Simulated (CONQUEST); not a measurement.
**La2O3 under changes of volume**

One of the cells (16.357 Å³/atom); the others are scaled copies at fixed shape and fractional positions:

```
La O
1.0
     3.93078    0.00000    0.00000
     0.00000    6.11195    0.00000
     0.00000    0.00000    6.80831
La O
4 6
Cartesian
  0.0000 1.5050 4.5389
  1.9654 1.5050 1.1347
  0.0000 4.6070 2.2694
  1.9654 4.6070 5.6736
  0.0000 0.0000 0.0000
  1.9654 0.0000 3.4042
  0.0000 3.9477 4.5389
  1.9654 3.9477 1.1347
  0.0000 2.1643 2.2694
  1.9654 2.1643 5.6736
```

The cell is a database's computed one.

| Item | Value |
| --- | --- |
| Program | CONQUEST 1.3 |
| Functional | PBEsol |
| Potentials or basis | PseudoDojo NC PBEsol, DZP, grid of 48 × 64 × 72 points |
| k mesh | 7 × 5 × 4 |
| Occupations | fermi-dirac, width 0.05 eV |
| Spin | no spin polarisation |

```tsv
volume (Å³/atom)	energy over the lowest point (meV/atom)	pressure (GPa)	gap on the mesh (eV)	largest force (eV/Å)
15.375	19.19	8.1	3.77	0.523
15.703	?	?	?	?
16.030	0.00	1.5	3.79	0.137
16.357	0.05	-1.4	3.79	0.017
16.684	5.57	-4.0	3.78	0.143
17.011	16.13	-6.1	3.76	0.274
17.338	30.81	-8.2	3.73	0.380
```

What does the run at 15.703 Å³/atom give?

Energy over the lowest point 6.09 meV/atom; pressure 4.6 GPa; gap on the mesh 3.78 eV; largest force 0.323 eV/Å.

Worked out: A Birch-Murnaghan fit of order 3 (a polynomial in V^(-2/3)) to the other rows has its minimum at 16.19 Å³/atom with B0 = V·E''(V) = 141 GPa and B' = 4.9 at fixed shape and positions, which overstates the stiffness. It gives 6.08 meV/atom at 15.703 Å³/atom, against the run's 6.09, and -dE/dV = 4.6 GPa, against 4.6. A parabola through the other rows of the gap, of slope 0.552 eV per unit of ln V there, gives 3.79 eV, against the run's 3.78.

Energies are extrapolated to zero smearing.

Caveats: spin-orbit coupling is left out, which moves the levels of the heavy elements; an odd mesh through Γ misses points on the zone boundary, where band edges often lie; the basis of atomic orbitals isn't converged, which shifts pressures, moduli and gaps.
